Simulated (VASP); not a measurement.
The system is TiO2 (Anatase).

```
Ti O
1.0
    -1.89210    1.89210    4.75730
     1.89210   -1.89210    4.75730
     1.89210    1.89210   -4.75730
Ti O
2 4
Direct
  0.75000 0.25000 0.50000
  0.00000 0.00000 0.00000
  0.79190 0.79190 0.00000
  0.54190 0.04190 0.50000
  0.95810 0.45810 0.50000
  0.20810 0.20810 0.00000
```

| Property | Result |
| --- | --- |
| Program | VASP 6.6.1 |
| Task | relaxation of cell and atoms |
| Functional | PBE |
| Potentials or basis | VASP PAW PBE potentials, release 64 (Ti_sv, O) |
| Cutoff | 600 eV |
| k mesh | 10 × 10 × 10 |
| Occupations | fermi-dirac, width 0.05 eV |
| Spin | no spin polarisation |

At the start: pressure 5.7 GPa; volume 11.35 Å³/atom.

Task: Where does the relaxation end?

Result: Over 14 steps the energy falls by 5.7 meV/atom and the volume is 11.69 Å³/atom (+3.0 %); space group I4_1/amd (No. 141, to 0.05 Å).

Step by step:
| step | energy change (eV) | largest force (eV/Å) | pressure (GPa) | volume (Å³) |
| --- | --- | --- | --- | --- |
| 1 | 0.0000 | 0.1231 | 5.69 | 68.13 |
| 2 | 0.0193 | 0.3205 | -6.32 | 72.18 |
| 3 | -0.0307 | 0.0862 | 0.04 | 69.86 |
| 4 | -0.0307 | 0.0821 | 0.11 | 69.83 |
| 5 | -0.0317 | 0.0438 | 0.12 | 69.91 |
| 6 | -0.0323 | 0.0071 | 0.05 | 70.01 |
| 7 | -0.0330 | 0.0001 | -0.08 | 70.08 |
| 8 | -0.0339 | 0.0215 | -0.45 | 70.27 |
| 9 | -0.0341 | 0.0026 | 0.30 | 70.06 |
| 10 | -0.0342 | 0.0066 | 0.03 | 70.14 |
| 11 | -0.0342 | 0.0073 | 0.02 | 70.14 |
| 12 | -0.0341 | 0.0151 | -0.17 | 70.21 |
| 13 | -0.0342 | 0.0075 | -0.02 | 70.15 |
| 14 | -0.0342 | 0.0017 | 0.01 | 70.14 |

Final structure:
```
CELL_PARAMETERS angstrom
-1.90118 1.90118 4.85149
1.90118 -1.90118 4.85149
1.90118 1.90118 -4.85149
ATOMIC_POSITIONS crystal
Ti 0.75000 0.25000 0.50000
Ti 0.00000 0.00000 0.00000
O 0.79343 0.79343 0.00000
O 0.54343 0.04343 0.50000
O 0.95657 0.45657 0.50000
O 0.20657 0.20657 0.00000
```
